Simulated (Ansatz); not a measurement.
Li2O:

```
O Li
1.0
     0.00000    2.32685    2.32685
     2.32685    0.00000    2.32685
     2.32685    2.32685    0.00000
O Li
1 2
Direct
  0.00000 0.00000 0.00000
  0.25000 0.25000 0.25000
  0.75000 0.75000 0.75000
```

The cell comes from a database or a generator and needn't be the stable form of this composition.

Program: Ansatz 0.2.0. Alike in all runs: task band structure; potentials or basis Ansatz PAW; no spin polarisation; cell as given; k mesh 10 × 10 × 10; cutoff (eV) 420; smearing fermi-dirac 0.05 eV.

Order these runs on this cell by their band gap on the k mesh, lowest first.
A. level LDA
B. level BLYP
C. level revPBE

A (4.77 eV), C (5.06 eV), B (5.28 eV).

Runs at the PBE level aren't shown here.
